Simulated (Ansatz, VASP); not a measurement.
**BN in VASP and in Ansatz**

File INCAR:

```
  PREC = Accurate
  ENCUT = 520
  EDIFF = 1E-7
  ISMEAR = 0
  SIGMA = 0.05
  LREAL = False
  LASPH = True
  NELM = 100
  ALGO = Normal
  ISIF = 2
  LWAVE = False
  LCHARG = False
  GGA = PS
  NBANDS = 16
```

Contents of KPOINTS:

```
regular mesh
0
Gamma
  12 12 4
```

POSCAR

```
BN
1.0
    2.4032671300      0.0000000000      0.0000000000
   -1.2016335650      2.0812903866      0.0000000000
    0.0000000000      0.0000000000      7.0853121526
B N
2 2
Direct
    0.3333333333      0.6666666667      0.2500000000
    0.6666666667      0.3333333333      0.7500000000
    0.3333333333      0.6666666667      0.7500000000
    0.6666666667      0.3333333333      0.2500000000
```

Input for Ansatz:

```yaml
crystal:
  lattice:
    - [2.40326713, 0.0, 0.0]
    - [-1.201633565, 2.0812903866, 0.0]
    - [0.0, 0.0, 7.0853121526]
  atoms:
    - { symbol: B, position: [0.3333333333, 0.6666666667, 0.25] }
    - { symbol: B, position: [0.6666666667, 0.3333333333, 0.75] }
    - { symbol: "N", position: [0.3333333333, 0.6666666667, 0.75] }
    - { symbol: "N", position: [0.6666666667, 0.3333333333, 0.25] }
basis:
  ecutwfc: 520.0
kpoints:
  mp_grid: { grid: [12, 12, 4] }
hamiltonian:
  xc: pbesol
  pseudopotentials: { kind: paw, azcp: { folder: soft_1 } }
scf:
  occupations: { method: gaussian, width: 0.05 }
output:
  forces: true
  stress: true
  eigenvalues: true
```

Alike in both runs: task single point; functional PBEsol; k mesh 12 × 12 × 4; occupations gaussian, width 0.05 eV; no spin polarisation.

|  | VASP | Ansatz |
| --- | --- | --- |
| version | VASP 6.6.1 | Ansatz 0.2.0 |
| potentials or method | VASP PAW PBE potentials, release 64 (B, N) | scalar-relativistic, plane waves, PAW |
| plane-wave cutoff (eV) | 520 | 520 |
| valence electrons in the cell | 16 | 16 |

```tsv
	VASP	Ansatz	Ansatz less VASP
gap on the k mesh at the Fermi level (eV)	4.47	4.48	+0.009
least direct gap on the mesh (eV)	4.90	4.91	+0.003
```

The functional is the same, so the differences come from potentials, cutoffs and numerics. Ansatz warned: «pseudo_functional_mismatch».

 A k mesh can miss the band edges.
